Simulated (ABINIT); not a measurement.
**PtS2 in ABINIT: the effect of potentials**

PtS2:

```xyz
3
Lattice="3.5432 0.0000 0.0000 -1.7716 3.0685 0.0000 0.0000 0.0000 5.0388" Properties=species:S:1:pos:R:3 pbc="T T T"
Pt    0.0000    0.0000    0.0000
S     1.7716    1.0228    3.8950
S     0.0000    2.0457    1.1438
```

Alike in all runs:

* Program: ABINIT 10.8.3 (patched build)
* Task: single point
* Functional: PBEsol
* k mesh: 9 × 9 × 5
* Occupations: fermi-dirac, width 0.05 eV
* Spin: no spin polarisation

```csv
potentials,cutoff,gap on the mesh (eV),pressure (GPa),largest force (eV/Å)
PseudoDojo NC SR PBEsol v0.4.1 standard,1143 eV,0.95,6.2,0.94
PseudoDojo NC SR PBEsol v0.4 stringent,1143 eV,0.95,6.2,0.94
JTH PAW PBE v2.0,544 eV,?,?,?
```

Q: What does the run with potentials JTH PAW PBE v2.0 give?

A: gap on the mesh 0.92 eV; pressure 7.3 GPa; largest force 1.08 eV/Å.

Caveats: spin-orbit coupling is left out, which moves the levels of the heavy elements; an odd mesh through Γ misses points on the zone boundary, where band edges often lie; the PAW data sets were made with another functional, which shifts forces and pressure a little (some runs).

The runs don't all hold the same shells in valence.
